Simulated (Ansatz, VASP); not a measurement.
Two plane-wave programs on Co

INCAR

```
SYSTEM = Co
PREC     = Accurate       ! precision mode
ENCUT    = 520            ! plane-wave cutoff, eV
EDIFF    = 1E-6           ! SCF threshold, eV
ISMEAR   = -1             ! smearing method
SIGMA    = 0.05           ! smearing width, eV
LREAL    = .False.        ! projectors in reciprocal space
LASPH    = .True.         ! aspherical terms in the spheres
NELM     = 150            ! most SCF steps
ALGO     = Normal         ! electronic algorithm
ISIF     = 2              ! what is computed and relaxed
LWAVE    = .False.        ! write WAVECAR
LCHARG   = .True.         ! write CHGCAR
ISPIN    = 2              ! spin polarisation
MAGMOM   = 2 2 2 2        ! initial moments
LORBIT   = 11             ! projections on sites
LMAXMIX  = 4              ! l up to which the mixer works
GGA      = PE             ! functional
LELF     = .True.         ! ELF
LVHAR    = .True.       
NBANDS   = 30             ! bands
```

KPOINTS

```
Automatic mesh
0
Gamma
  9 9 3
  0 0 0
```

File POSCAR:

```
Co
1.0
    2.4705617809      0.0000000000      0.0000000000
   -1.2352808905      2.1395692639      0.0000000000
    0.0000000000      0.0000000000      8.0882338000
Co
4
Direct
    0.6666666667      0.3333333333      0.7500000000
    0.0000000000      0.0000000000      0.5000000000
    0.3333333333      0.6666666667      0.2500000000
    0.0000000000      0.0000000000      0.0000000000
```

File input.yaml:

```yaml
crystal:
  lattice:
    - [2.4705617809, 0.0, 0.0]
    - [-1.2352808905, 2.1395692639, 0.0]
    - [0.0, 0.0, 8.0882338]
  atoms:
    - { symbol: Co, position: [0.6666666667, 0.3333333333, 0.75], spin: 2.0 }
    - { symbol: Co, position: [0.0, 0.0, 0.5], spin: 2.0 }
    - { symbol: Co, position: [0.3333333333, 0.6666666667, 0.25], spin: 2.0 }
    - { symbol: Co, position: [0.0, 0.0, 0.0], spin: 2.0 }
hamiltonian:
  xc: pbe
  pseudopotentials: { kind: paw }
magnetization:
  spin_polarized: true
kpoints:
  mp_grid: { grid: [9, 9, 3] }
scf:
  occupations: { method: fermi_dirac, width: 0.05 }
output:
  forces: true
  stress: true
  eigenvalues: true
  write_density: true
  write_potential: true
  elf: true
  volumetric_format: npy
```

Alike in both runs: task single point; functional PBE; k mesh 9 × 9 × 3; occupations fermi-dirac, width 0.05 eV; collinear spin.

```csv
,VASP,Ansatz
version,VASP 6.6.1,Ansatz 0.2.0
potentials or method,"VASP PAW PBE potentials, release 64 (Co)",Ansatz PAW
plane-wave cutoff (eV),520,420
valence electrons in the cell,36,68
```

```csv
,VASP,Ansatz,Ansatz less VASP
gap on the k mesh at the Fermi level (eV),none,none,-
pressure (GPa),2.2,3.1,+0.86
largest component of the traceless stress (GPa),0.78,0.75,-0.023
net moment per atom (μB),1.56,1.56,+0.009
size of the moment on the site where the two differ most (μB),1.58,1.65,+0.065
```

Site moments also hang on the region over which each program counts them. A gap of «none» marks a metal or a gap that the smearing closes. The two sets of potentials don't hold the same shells in valence.
